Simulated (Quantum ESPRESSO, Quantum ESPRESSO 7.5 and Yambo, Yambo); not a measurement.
## BP (F-43m): Bethe-Salpeter spectra with Yambo

How far does the k mesh set the exciton binding of BP (F-43m)?

Method: PBE and many-body steps on it, plane waves, in Quantum ESPRESSO 7.5 and Yambo 5.3.0.

### 1. The structure

The structure is cubic, space group F-43m (No. 216). Conventional cell: a = 4.538 Å, b = 4.538 Å, c = 4.538 Å, α = 90.00°, β = 90.00°, γ = 90.00°. Nearest to B lie 4 P at 1.97 Å. P has 4 B at 1.97 Å nearest. Farther neighbours are not listed.

Structure file:

```cif
data_structure
_symmetry_space_group_name_H-M 'F-43m'
_symmetry_Int_Tables_number 216
_cell_length_a 4.5380
_cell_length_b 4.5380
_cell_length_c 4.5380
_cell_angle_alpha 90.000
_cell_angle_beta 90.000
_cell_angle_gamma 90.000
_cell_volume 93.45
loop_
_atom_site_label
_atom_site_type_symbol
_atom_site_symmetry_multiplicity
_atom_site_Wyckoff_symbol
_atom_site_fract_x
_atom_site_fract_y
_atom_site_fract_z
_atom_site_occupancy
B1 B 4 a 0.00000 0.00000 0.00000 1
P1 P 4 d 0.25000 0.25000 0.75000 1
```

The cell and positions come from the Crystallography Open Database and are kept as given unless a step says otherwise.

### 2. Empty states on the mesh, 4×4×4 mesh, 57 bands

This step: Quantum ESPRESSO 7.5; DFT, PBE, plane waves, norm-conserving pseudopotentials.

The sums over transitions need many empty states on a uniform mesh; this step solves for them.

pw.in

```
&control
  calculation = 'nscf'
  prefix = 'x'
  outdir = 'o'
  pseudo_dir = 'pseudo'
/
&system
  ibrav = 0
  nat = 2
  ntyp = 2
  ecutwfc = 68.0
  nbnd = 57
  force_symmorphic = .true.
/
&electrons
  conv_thr = 1e-9
  electron_maxstep = 80
  diago_full_acc = .true.
  diago_thr_init = 5e-6
/
ATOMIC_SPECIES
  B 10.81 B.upf
  P 30.974 P.upf
CELL_PARAMETERS angstrom
  0.0000000000 2.2690000000 2.2690000000
  2.2690000000 0.0000000000 2.2690000000
  2.2690000000 2.2690000000 0.0000000000
ATOMIC_POSITIONS crystal
  B 0.0000000000 0.0000000000 0.0000000000
  P 0.2500000000 0.2500000000 0.2500000000
K_POINTS automatic
  4 4 4 0 0 0
```

On the command line:

```sh
$ OMP_NUM_THREADS=1 mpirun -n 4 pw.x -nk 4 -in pw.in > pw.out
```

Output:

```text
Program PWSCF v.7.5 starts

     This program is part of the open-source Quantum ESPRESSO suite
     for quantum simulation of materials; please cite
         "P. Giannozzi et al., J. Phys.:Condens. Matter 21 395502 (2009);
         "P. Giannozzi et al., J. Phys.:Condens. Matter 29 465901 (2017);
         "P. Giannozzi et al., J. Chem. Phys. 152 154105 (2020);
     in publications or presentations arising from this work. More details at

     Atomic positions and unit cell read from directory:
     o/x.save/

     Message from routine setup:
[...]
93.0898

          k =-0.3536-0.3536 0.3536 (  1476 PWs)   bands (ev):

[...]
76.0015  76.0015  78.1053  83.3077  83.3077  83.7875  84.7716  84.7716
    85.8311  85.8311  87.3348  90.6976  90.6976  93.2884  94.4252  94.4252
    95.7198

          k = 0.3536 0.0000 0.0000 (  1491 PWs)   bands (ev):

     [... further k-points ...]

     highest occupied, lowest unoccupied level (ev):     9.2413   10.5886

     XML data file, pseudopotentials, collected wavefunctions

=------------------------------------------------------------------------------=
   JOB DONE.
=------------------------------------------------------------------------------=
```

Wall time 1.4 s (4 MPI ranks of Arm Neoverse V2, shared host); peak memory 0.05 GiB.

This step gave:

* gap: 1.347 eV
* k of the valence top: 0, 0, 0
* k of the conduction bottom: 0, -0.5, -0.5
* least direct gap: 3.407 eV
* k points computed: 8
* lowest point of the top converged band, above the valence top: 75.1665 eV

On this mesh the gap is 1.347 eV.

The density comes from a self-consistent run that is not shown.

### 3. Conversion and set-up

This step: Yambo 5.3.0; conversion and set-up on PBE, plane waves, norm-conserving pseudopotentials.

The states are converted to the many-body program's format and the q mesh is built.

On the command line:

```sh
$ (cd o/x.save; p2y > p2y.log; mv SAVE ../..); yambo > setup.log
```

Output:

```text
 Yambo, version 5.3.0

 [02] CORE Variables Setup
 =========================

  [02.01] Unit cells
  ==================

  Cell kind             :  FCC
  Atoms in the cell     :  B  P
  number of B  atoms    :  1
  number of P  atoms    :  1

  List of atomic masses
  Mass of B     :  10.81000
  Mass of P     :  30.97400

  List of atomic coordinates    : [cc]
  B1       :  0.000000  0.000000  0.000000  order 1
  P1       :  2.143894  2.143894  2.143894  order 2

  Alat factors          :  4.287789  4.287789  4.287789 [a.u.]
  Direct lattice volume :  157.6631 [a.u.]
[...]
==========================================

 IBZ Q-points                                      :   8
 BZ  Q-points                                      :   64

 K/Q-points units:
 rlu = crystal or reduced units; cc = cartesian coordinates; iku = interal k-units

 Q [1]          [rlu]:  0.000000  0.000000  0.000000
 Q [2]          [rlu]: -0.10617E-17 -0.10617E-17  0.25000
 Q [3]          [rlu]:  0.21235E-17  0.21235E-17 -0.50000
[...]
Q [7]          [rlu]:  0.18101E-16 -0.50000     -0.50000
 Q [8]          [rlu]:  0.250000 -0.500000 -0.250000

  [03.01] X indexes
  =================

   [03.01.01] Sigma indexes
   ========================

 [06] Game Over & Game summary
```

The job ended after 1.8 s (1 MPI rank; peak memory 0.23 GiB).

### 4. Screening and self-energy, 4×4×4 mesh, 57 bands, screening to 163.3 eV

Now the one-shot GW correction: screening in the RPA, then the self-energy of the levels asked for.

This step: G0W0 on PBE, plane waves, norm-conserving pseudopotentials.

gw1.in

```
HF_and_locXC
gw0
dyson
ppa
em1d
rim_cut
RandQpts= 1000000
RandGvec= 1 RL
EXXRLvcs= 68 Ry
VXCRLvcs= 272 Ry
Chimod= "HARTREE"
% BndsRnXp
 1 | 57 |
%
NGsBlkXp= 12 Ry
% LongDrXp
 1 | 1 | 1 |
%
% GbndRnge
 1 | 57 |
%
DysSolver= "n"
ExtendOut
PPAPntXp= 27.21138 eV
% QPkrange
 1 | 1 | 3 | 6 |
 7 | 7 | 3 | 6 |
%
```

On the command line:

```sh
$ OMP_NUM_THREADS=1 mpirun -n 4 yambo -F gw1.in -J gw1 -C gw1 > gw1.log
```

Output:

```text
 Yambo, version 5.3.0

 [02] CORE Variables Setup
 =========================

  [... cell, symmetries and grids as in the set-up ...]

  [02.05] Energies & Occupations
  ==============================

  [X] === General ===
  [X] Electronic Temperature                        :  0.000000  0.000000 [eV K]
  [X] Bosonic    Temperature                        :  0.000000  0.000000 [eV K]
  [X] Finite Temperature mode                       : no
  [X] El. density                                   :  0.34242E+24 [cm-3]
[...]
QP @ state[ 1 ] b range                          :   3   6
   QP @ state[ 2 ] K range                          :   7   7
   QP @ state[ 2 ] b range                          :   3   6
   GF energies kind                                 : Perdew, Burke & Ernzerhof(X)+Perdew, Burke & Ernzerhof(C)
   GF WF`s kind                                     : Perdew, Burke & Ernzerhof(X)+Perdew, Burke & Ernzerhof(C)
   Xs energies kind                                 : Perdew, Burke & Ernzerhof(X)+Perdew, Burke & Ernzerhof(C)
   Xs WF`s kind                                     : Perdew, Burke & Ernzerhof(X)+Perdew, Burke & Ernzerhof(C)

 [11] Game Over & Game summary
```

The job ended after 10 s (4 MPI ranks; peak memory 1.1 GiB; 36 s of CPU time).

This step gave:

* G0W0 gap on the points computed: 2.002 eV
* starting gap on the mesh: 1.347 eV
* k of the valence top: 0, 0, 0
* k of the conduction bottom: 0, -0.5, -0.5
* least direct G0W0 gap on the computed points: 4.256 eV

The gap on the mesh goes from 1.35 eV to 2.00 eV, a correction of +0.65 eV.

The gap opens by 0.654 eV; the next steps shift the empty bands rigidly by 0.850 eV, the correction at the start's least direct gap.

### 5. Empty states on the mesh, 4×4×4 mesh, 12 bands

This step: Quantum ESPRESSO 7.5; DFT, PBE, plane waves, norm-conserving pseudopotentials.

Edit pw.in of step 2 so:

```diff
@@ -11,3 +11,3 @@
   ecutwfc = 68.0
-  nbnd = 57
+  nbnd = 12
   force_symmorphic = .true.
```

On the command line:

```sh
$ OMP_NUM_THREADS=1 mpirun -n 4 pw.x -nk 4 -in pw.in > pw.out
```

Output:

```text
[banner, memory and clock lines left out]
Program PWSCF v.7.5 starts

     Atomic positions and unit cell read from directory:
     o/x.save/

     Message from routine setup:
     using ibrav=0 with symmetry is DISCOURAGED, use correct ibrav instead

     G-vector sticks info

     bravais-lattice index     =            0
     lattice parameter (alat)  =       6.0638  a.u.
     unit-cell volume          =     157.6631 (a.u.)^3
     number of atoms/cell      =            2
     number of atomic types    =            2
     number of electrons       =         8.00
[...]
-6.2179   9.2413   9.2413   9.2413  12.6481  12.6481  12.6481  16.5991
    20.7643  21.2875  21.2875  24.9388

          k = 0.1768 0.1768-0.1768 (  1477 PWs)   bands (ev):

    -5.1124   4.3986   8.1252   8.1252  13.2405  14.0061  14.0061  18.8438
    20.1611  20.1611  22.2925  25.5445

          k =-0.3536-0.3536 0.3536 (  1476 PWs)   bands (ev):

    -2.8943   0.2111   7.4841   7.4841  13.0189  13.9582  13.9582  19.3753
    23.7305  23.7306  24.0634  26.6763

          k = 0.3536 0.0000 0.0000 (  1491 PWs)   bands (ev):

     [... further k-points ...]

     highest occupied, lowest unoccupied level (ev):     9.2413   10.5886

     XML data file, pseudopotentials, collected wavefunctions
```

Run time: 0.86 s. Hardware: 4 MPI ranks; peak memory 0.05 GiB.

Numbers from this step:

| Property | Result |
| --- | --- |
| gap | 1.347 eV |
| k of the valence top | 0, 0, 0 |
| k of the conduction bottom | 0, -0.5, -0.5 |
| least direct gap | 3.407 eV |
| k points computed | 8 |
| lowest point of the top converged band, above the valence top | 15.70 eV |

On this mesh the gap is 1.347 eV.

### 6. Conversion and set-up

This step: Yambo 5.3.0; conversion and set-up on PBE, plane waves, norm-conserving pseudopotentials.

On the command line:

```sh
$ (cd o/x.save; p2y > p2y.log; mv SAVE ../..); yambo > setup.log
```

Output:

```text
 Yambo, version 5.3.0

 [02] CORE Variables Setup
 =========================

  [02.01] Unit cells
  ==================

  Cell kind             :  FCC
  Atoms in the cell     :  B  P
  number of B  atoms    :  1
  number of P  atoms    :  1

  List of atomic masses
  Mass of B     :  10.81000
  Mass of P     :  30.97400

  List of atomic coordinates    : [cc]
  B1       :  0.000000  0.000000  0.000000  order 1
  P1       :  2.143894  2.143894  2.143894  order 2

  Alat factors          :  4.287789  4.287789  4.287789 [a.u.]
  Direct lattice volume :  157.6631 [a.u.]
[...]
==========================================

 IBZ Q-points                                      :   8
 BZ  Q-points                                      :   64

 K/Q-points units:
 rlu = crystal or reduced units; cc = cartesian coordinates; iku = interal k-units

 Q [1]          [rlu]:  0.000000  0.000000  0.000000
 Q [2]          [rlu]: -0.10617E-17 -0.10617E-17  0.25000
 Q [3]          [rlu]:  0.21235E-17  0.21235E-17 -0.50000
[...]
Q [7]          [rlu]:  0.18101E-16 -0.50000     -0.50000
 Q [8]          [rlu]:  0.250000 -0.500000 -0.250000

  [03.01] X indexes
  =================

   [03.01.01] Sigma indexes
   ========================

 [06] Game Over & Game summary
```

Elapsed: 1.7 s, on 1 MPI rank; peak memory 0.23 GiB.

(Part 1 of 4 ends here.)

[Paths, hosts, dates, memory and timing lines, banners, echoed tables and standing remarks are left out of the program output.]

[Logs are printed without paths, hosts, clocks, repeated set-up lines and the standing remarks that a program may print on its own settings, such as how far it seeks lower states.]

[Runs of the session that timed out or met a known fault of the program may be left out.]

[Hosts, paths, dates, database ids (printed as entryN), source tags and the programs' standing remarks are cut or masked in the printed files.]
